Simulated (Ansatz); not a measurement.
**PbO2: what changed settings do**

The reference input for Ansatz (plane-wave DFT with PAW):

```yaml
crystal:
  lattice:
    - [0.0, 2.701992, 2.701992]
    - [2.701992, 0.0, 2.701992]
    - [2.701992, 2.701992, 0.0]
  atoms:
    - { symbol: Pb, position: [0.0, 0.0, 0.0] }
    - { symbol: O, position: [0.25, 0.25, 0.25] }
    - { symbol: O, position: [0.75, 0.75, 0.75] }
basis:
  ecutwfc: 420
kpoints:
  mp_grid: { grid: [6, 6, 6] }
hamiltonian:
  xc: pbe
scf:
  occupations: { method: gaussian, width: 0.1 }
output:
  forces: true
  stress: true
  eigenvalues: true
```

Command:

```bash
ansatz run input.yaml --threads 1 --pin off --max-ram 1331MiB --backend cpu --events-out ev --progress --plain --runs-dir out
```

The run converges in 6 SCF iterations on 16 irreducible k-points: pressure 0.03 GPa, no gap.

These settings were drawn at random to show what each does; none of the numbers is a converged property of the crystal. Each trial's input is given as a difference from the reference's; energies are extrapolated to zero smearing where there is one, and pressure is positive in compression.

Trial 1 (volume scaled):

```diff
 crystal:
   lattice:
-    - [0.0, 2.701992, 2.701992]
-    - [2.701992, 0.0, 2.701992]
-    - [2.701992, 2.701992, 0.0]
+    - [0.0, 2.9028501711, 2.9028501711]
+    - [2.9028501711, 0.0, 2.9028501711]
+    - [2.9028501711, 2.9028501711, 0.0]
   atoms:
-    - { symbol: O, position: [0.75, 0.75, 0.75] }
+    - { symbol: O, position: [0.75, 0.75, 0.75], spin: 0.1 }
-basis:
-  ecutwfc: 420
+basis: {}
 kpoints:
-  mp_grid: { grid: [6, 6, 6] }
+  mp_grid: { grid: [2, 1, 7] }
 hamiltonian:
+  hubbard: { sites: [{ species: O, l: p, u_eff: 8.6 }] }
 scf:
+  lower_state_search: "off"
+  convergence: { dr2_threshold: "1e-2 eV" }
 output:
+  populations: true
+magnetization:
+  spin_polarized: true
+  magnetic_field: 100
```

The run converges in 17 SCF iterations on 8 irreducible k-points: pressure -1.48 GPa, largest force 1.151 eV/Å, no gap, cell moment 1.00 μB (in the typed magnetic field). It warns that the count of filled bands differs between k-points; that the SCF threshold is loose for the forces; that the SCF threshold is loose for the stress; that the mesh lowers the symmetry. Under a U the state reached may not be the lowest.

Trial 2:

```diff
 basis:
-  ecutwfc: 420
+  ecutwfc: "47 Ry"
+  precision: f64
 kpoints:
-  mp_grid: { grid: [6, 6, 6] }
+  mp_grid: { grid: [2, 2, 2], shift: [0, 0, 0.5] }
+  band_path: { path: [VBM, CBM], npoints: 5 }
 scf:
+  mixing: { algorithm: msr1, beta: 0.23, ndim: 3 }
+  convergence: { dr2_threshold: "1e-2 eV" }
+  max_iter: 96
```

The run converges in 6 SCF iterations on 2 irreducible k-points: energy 38.5 meV per atom below the reference, pressure -0.20 GPa, largest force 0.159 eV/Å, no gap. It warns that the SCF threshold is loose for the forces; that the SCF threshold is loose for the stress; that the mesh lowers the symmetry.

Trial 3:

```diff
 basis:
-  ecutwfc: 420
+  ecutwfc: "31 Ry"
 kpoints:
-  mp_grid: { grid: [6, 6, 6] }
+  mp_grid: { grid: [1, 1, 1], shift: [0.25, 0.25, 0.25] }
 hamiltonian:
-  xc: pbe
+  xc: rpbe
+  hubbard: { sites: [{ species: O, l: p, u_eff: 1.8 }] }
+  dispersion: none
 scf:
-  occupations: { method: gaussian, width: 0.1 }
+  occupations: { method: gaussian, width: "0.005 Ry" }
+  n_extra_bands: 20
```

The run converges in 8 SCF iterations on 1 irreducible k-point: pressure 19.13 GPa, largest force 1.523 eV/Å, gap on the sampled k-points 2.81 eV (the reference is a metal, so it comes from the sampling or the changed settings). Forces of RPBE on these PAW sets can be off by 10 %.

Trial 4:

```diff
 kpoints:
-  mp_grid: { grid: [6, 6, 6] }
+  mp_grid: { kspacing: 1.3 }
 scf:
-  occupations: { method: gaussian, width: 0.1 }
+  occupations: { method: methfessel_paxton, width: 0.041 }
```

The run converges in 7 SCF iterations on 3 irreducible k-points: energy 21.7 meV per atom above the reference, pressure 3.32 GPa, no gap.

Trial 5:

```diff
 crystal:
   atoms:
-    - { symbol: Pb, position: [0.0, 0.0, 0.0] }
+    - { symbol: Pb, position: [0.0, 0.0, 0.0], spin: 1.0 }
-basis:
-  ecutwfc: 420
+basis: {}
 kpoints:
-  mp_grid: { grid: [6, 6, 6] }
+  mp_grid: { grid: [4, 4, 4] }
 hamiltonian:
-  xc: pbe
+  xc: revpbe
+  pseudopotentials: { kind: nc }
 scf:
+  lower_state_search: "off"
 output:
+  populations: true
+magnetization:
+  spin_polarized: true
+  magnetic_field: 300
```

The run converges in 14 SCF iterations on 8 irreducible k-points: at 1240 eV, the cutoff that these potentials take when none is typed, pressure 2.68 GPa, no gap, cell moment 0.02 μB (in the typed magnetic field). It warns that the starting moments were lost.

Trial 6:

```diff
 basis:
+  ecutrho_ratio: 12
 kpoints:
-  mp_grid: { grid: [6, 6, 6] }
+  mp_grid: { grid: [4, 4, 4] }
+  band_path: { path: [VBM, CBM], npoints: 5 }
 scf:
+  eigensolver: { kind: davidson, full_accuracy: true }
+  convergence: { dr2_threshold: "1e-6 eV" }
+  max_iter: 65
```

The run converges in 6 SCF iterations on 8 irreducible k-points: energy 4.75 meV per atom below the reference, pressure 0.04 GPa, no gap. It warns that the SCF threshold is loose for the forces; that the SCF threshold is loose for the stress.

Trial 7 (volume scaled):

```diff
 crystal:
   lattice:
-    - [0.0, 2.701992, 2.701992]
-    - [2.701992, 0.0, 2.701992]
-    - [2.701992, 2.701992, 0.0]
+    - [0.0, 2.814342009, 2.814342009]
+    - [2.814342009, 0.0, 2.814342009]
+    - [2.814342009, 2.814342009, 0.0]
 scf:
+  max_iter: 300
```

The run converges in 6 SCF iterations on 16 irreducible k-points: energy 70.8 meV per atom above the reference, pressure -11.57 GPa, no gap.

Trial 8:

```diff
 hamiltonian:
+  hubbard: { sites: [{ species: O, l: p, u_eff: 6.2 }] }
 scf:
+  max_iter: 100
```

The run converges in 7 SCF iterations on 16 irreducible k-points: pressure -8.86 GPa, no gap. It warns that the count of filled bands differs between k-points.